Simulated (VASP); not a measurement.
# NaH: forms and broadenings of the independent-particle spectrum

NaH, Fm-3m (no. 225), 2 atoms in the cell. PBE, independent-particle dielectric function; PAW potentials Na_pv, H (PBE set).

## Input

INCAR.step1:
```
SYSTEM = NaH
EDIFF = 1E-8
ENCUT = 300
ISMEAR = 0
KPAR = 4
LASPH = .TRUE.
LCHARG = .FALSE.
LEPSILON = .TRUE.
LWAVE = .FALSE.
PREC = Accurate
SIGMA = 0.02
```

INCAR.step2, as INCAR.step1 but for:
```
- LEPSILON = .TRUE.
- LWAVE = .FALSE.
+ LWAVE = .TRUE.
+ NBANDS = 36
```

INCAR.step3:
```
SYSTEM = NaH
ALGO = None
CSHIFT = 0.1
EDIFF = 1E-7
ENCUT = 300
ISMEAR = 0
ISTART = 1
KPAR = 4
LASPH = .TRUE.
LCHARG = .FALSE.
LOPTICS = .TRUE.
LWAVE = .FALSE.
NBANDS = 36
NEDOS = 2000
NELM = 1
PREC = Accurate
SIGMA = 0.02
```

INCAR.step4, as INCAR.step3 but for:
```
+ LNABLA = .TRUE.
```

INCAR.step5, as INCAR.step4 but for:
```
- LNABLA = .TRUE.
+ IPEAD = 2
+ LPEAD = .TRUE.
```

INCAR.step6, as INCAR.step5 but for:
```
- IPEAD = 2
+ IPEAD = 3
```

INCAR.step7 changes the same tag again: IPEAD = 4.

INCAR.step8, as INCAR.step7 but for:
```
- CSHIFT = 0.1
- IPEAD = 4
- LPEAD = .TRUE.
+ CSHIFT = 0.05
```

INCAR.step9, as INCAR.step8 but for:
```
- CSHIFT = 0.05
+ CSHIFT = 0.2
```

INCAR.step10 changes the same tag again: CSHIFT = 0.01.

INCAR.step11, as INCAR.step10 but for:
```
- CSHIFT = 0.01
- ISMEAR = 0
+ CSHIFT = 0.1
+ ISMEAR = -5
```

INCAR.step12, as INCAR.step11 but for:
```
- ISMEAR = -5
- SIGMA = 0.02
+ ISMEAR = 0
+ SIGMA = 0.2
```

INCAR.step13, as INCAR.step12 but for:
```
- SIGMA = 0.2
+ OMEGAMAX = 12
+ SIGMA = 0.02
```

INCAR.step14, as INCAR.step13 but for:
```
- OMEGAMAX = 12
+ OMEGAMAX = 60
```

KPOINTS:
```
k-points
0
Gamma
  12 12 12
```

POSCAR:
```
NaH
1.0
    0.0000000000      2.4400000000      2.4400000000
    2.4400000000      0.0000000000      2.4400000000
    2.4400000000      2.4400000000      0.0000000000
Na H
1 1
Direct
    0.0000000000      0.0000000000      0.0000000000
    0.5000000000      0.5000000000      0.5000000000
```

Commands (each step's output is kept before the next begins):
```
cat potpaw_PBE.64/Na_pv/POTCAR potpaw_PBE.64/H/POTCAR > POTCAR
cp INCAR.step1 INCAR
mpirun -np 4 vasp_std > vasp.out
rm WAVECAR CHG
cp INCAR.step2 INCAR
mpirun -np 4 vasp_std > vasp.out
cp INCAR.step3 INCAR
mpirun -np 4 vasp_std > vasp.out
cp INCAR.step4 INCAR
mpirun -np 4 vasp_std > vasp.out
cp INCAR.step5 INCAR
mpirun -np 4 vasp_std > vasp.out
cp INCAR.step6 INCAR
mpirun -np 4 vasp_std > vasp.out
cp INCAR.step7 INCAR
mpirun -np 4 vasp_std > vasp.out
cp INCAR.step8 INCAR
mpirun -np 4 vasp_std > vasp.out
cp INCAR.step9 INCAR
mpirun -np 4 vasp_std > vasp.out
cp INCAR.step10 INCAR
mpirun -np 4 vasp_std > vasp.out
cp INCAR.step11 INCAR
mpirun -np 4 vasp_std > vasp.out
cp INCAR.step12 INCAR
mpirun -np 4 vasp_std > vasp.out
cp INCAR.step13 INCAR
mpirun -np 4 vasp_std > vasp.out
cp INCAR.step14 INCAR
mpirun -np 4 vasp_std > vasp.out
```

## Result

- Direct gap on the mesh (eV): 4.54
- Gap on the mesh (eV): 3.70
- Bands: 36

One ground state, settings moved in the last step alone:

| Settings | ε at zero frequency | Mean energy of the absorption, weighted by Im ε (eV) | Time (s) |
|---|---|---|---|
| longitudinal form, CSHIFT 0.1 | 3.16 | 6.70 | 2 |
| transversal form (LNABLA) | 3.19 | 6.66 | 2 |
| finite differences (LPEAD), order 2 | 3.16 | 6.71 | 3 |
| finite differences (LPEAD), order 3 | 3.16 | 6.70 | 3 |
| finite differences (LPEAD), order 4 | 3.16 | 6.70 | 4 |
| CSHIFT 0.05 | 3.16 | 6.66 | 2 |
| CSHIFT 0.2 | 3.16 | 6.74 | 2 |
| CSHIFT 0.01 | 3.16 | 6.66 | 2 |
| tetrahedron method | 3.13 | 6.80 | 1 |
| SIGMA 0.2 | 3.16 | 6.70 | 2 |
| OMEGAMAX 12, which cuts the spectrum short | 3.04 | – | 2 |
| OMEGAMAX 60 | 3.15 | 6.70 | 2 |

The mean energy covers the spectrum up to 20 eV.

On the same mesh, density-functional perturbation theory with local fields gives ε = 3.12.

VASP 6.6.1 took 55 s on 4 cores (Intel Xeon Platinum 8559C (Emerald Rapids)), a shared host.
